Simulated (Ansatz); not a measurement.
# InSb: the cost of one run

Program: Ansatz 0.2.0. Level of theory: DFT PBE, scalar-relativistic, plane waves, PAW. These are calculated values, not measurements.

2 further runs of the same task are left out: 1 that didn't finish, 1 set aside as unsound or not needed.

## Step 1: The system as given

It takes space group F-43m (No. 216, cubic). Conventional cell: a = 6.637 Å, b = 6.637 Å, c = 6.637 Å, α = 90.00°, β = 90.00°, γ = 90.00°. Around In (site symmetry -43m) lie 4 Sb at 2.87 Å. Sb (site symmetry -43m) is surrounded by 4 In at 2.87 Å.

As a file:

```cif
data_structure
_symmetry_space_group_name_H-M 'P 1'
_symmetry_Int_Tables_number 1
_cell_length_a 4.6932
_cell_length_b 4.6932
_cell_length_c 4.6932
_cell_angle_alpha 60.000
_cell_angle_beta 60.000
_cell_angle_gamma 60.000
_cell_volume 73.09
loop_
_atom_site_label
_atom_site_type_symbol
_atom_site_fract_x
_atom_site_fract_y
_atom_site_fract_z
_atom_site_occupancy
In1 In 0.00000 0.00000 0.00000 1
Sb1 Sb 0.75000 0.75000 0.75000 1
```

It is the result of an earlier relaxation at this level (volume 36.55 Å³/atom; gap on the mesh: none (metal)).

## Step 2: The cell under 7 GPa

At a set pressure the run lowers the enthalpy E + PV, so the energy alone may rise along the way.

Input file input.yaml:

```yaml
crystal:
  lattice:
    - [0.0, 3.3185740835, 3.3185740835]
    - [3.3185740835, 0.0, 3.3185740835]
    - [3.3185740835, 3.3185740835, 0.0]
  atoms:
    - { symbol: In, position: [0.0, 0.0, 0.0] }
    - { symbol: Sb, position: [0.75, 0.75, 0.75] }
basis:
  ecutwfc: 420
kpoints:
  mp_grid: { grid: [12, 12, 12] }
hamiltonian:
  xc: pbe
scf:
  occupations: { method: fermi_dirac, width: 0.15 }
output:
  forces: true
  stress: true
  eigenvalues: true
relax:
  adjacent_minimum: "off"
  f_tol: 0.001
  max_steps: 60
  cell: { stress_tol: 0.02, p_target: 7.0 }
```

On the command line:

```console
$ ansatz run input.yaml --threads 1 --pin off --max-ram 3072MiB --backend cpu --events-out ev --progress --plain --runs-dir out
```

What time and memory should one allow on 1 thread of Intel Xeon 6975P-C (Granite Rapids), shared host?

About 43 s, with a peak of 0.51 GiB.
